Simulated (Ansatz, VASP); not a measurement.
## One calculation of PbF2, two programs

```
Pb F
1.0
     0.00000    2.92530    2.88075
     2.92530    0.00000    2.88075
     2.92530    2.92530    0.00000
Pb F
1 2
Direct
  0.00000 0.00000 0.00000
  0.25000 0.25000 0.25000
  0.75000 0.75000 0.75000
```

Change from the starting cell: strain -0.015 along x and y, -0.030 along z, atoms carried along.

Alike in both runs: task single point; functional r2SCAN; k mesh 8 × 8 × 8; occupations gaussian, width 0.05 eV; no spin polarisation.

```csv
,VASP,Ansatz
version,VASP 6.6.1,Ansatz 0.2.0
potentials or method,"VASP PAW PBE potentials, release 64 (Pb_d, F)","scalar-relativistic, plane waves, PAW"
plane-wave cutoff (eV),520,500
valence electrons in the cell,28,28
```

```tsv
	VASP	Ansatz	Ansatz less VASP
gap on the k mesh at the Fermi level (eV)	4.84	4.83	-0.001
least direct gap on the mesh (eV)	5.04	5.04	-0.003
pressure (GPa)	4.4	4.5	+0.03
largest component of the traceless stress (GPa)	0.52	0.52	+0.003
```

Caveats: the PAW data sets were made with another functional, which shifts forces and pressure a little (VASP); spin-orbit coupling is left out, which as a rule narrows the gap of such compounds by several tenths of an eV. A k mesh can miss the band edges.
